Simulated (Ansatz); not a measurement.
## Mo: energy along a strain

Mo, Im-3m, a = 3.142 Å (as given, not relaxed at this level: 4.8 GPa). Ansatz: PBE, PAW, 420 eV, Γ-centred 22×22×22 mesh on 1 atom, Gaussian smearing 0.15 eV; no spin polarisation. Cell vectors (Å): -1.571 1.571 1.571; 1.571 -1.571 1.571; 1.571 1.571 -1.571. The cell is strained by x per cent times the pattern (0 0 1 0 0 0) in the order xx yy zz yz xz xy (engineering shears), with fractional coordinates held. y is the free energy over the start, V0 = 15.509 Å³/atom. Points with a strain past 8.5 % were computed too (3) and aren't used here.

| x (%) | y (meV/atom) |
| --- | --- |
| -7.50 | 189.22 |
| -5.00 | 88.59 |
| -2.50 | 27.11 |
| 0.00 | 0.00 |
| 2.50 | ? |
| 5.00 | 29.44 |
| 7.50 | 77.39 |

Fit y = c1 x + c2 x² + c3 x³ to the other rows, get the stiffness along the pattern, and predict the missing energy.

Least squares on the rows shown. y = −4.6633 x + 2.3682 x² − 0.049666 x³. The clamped-ion stiffness p·C·p = 2 × 23.68 eV × 160.2 / 15.509 Å³ = 489 GPa, which is C33 in these axes (C11 of the cubic crystal) (second derivative at the start, which stands under stress). At x = 2.50 the fit asked for gives 2.37 meV/atom. The run gave 2.25 meV/atom, so the fit is 0.12 meV/atom too high, within the rms miss on the fitted rows (0.15 meV/atom).

The lopsided energies come mainly from the linear term: the starting cell is compressed, so a small extension along the axis lowers the energy before the quadratic cost takes over. The negative cubic term adds ordinary anharmonicity, with the lattice stiffening under compression as overlap repulsion rises and softening under extension as d-d overlap weakens. The large stiffness of 489 GPa fits a metal near the middle of the transition series, where bonding d states are largely filled and antibonding ones largely empty. Because C11 normally rises with pressure, this value probably lies somewhat above the one at the relaxed PBE volume. Holding the fractional coordinates costs nothing here, since a one-atom primitive cell has no internal displacement to relax. The close prediction at the omitted strain supports a smooth cubic description within the fitted range, but not its extrapolation. Uniaxial strain changes volume and shape together, so this curve alone can't separate the bulk modulus from the tetragonal shear stiffness.
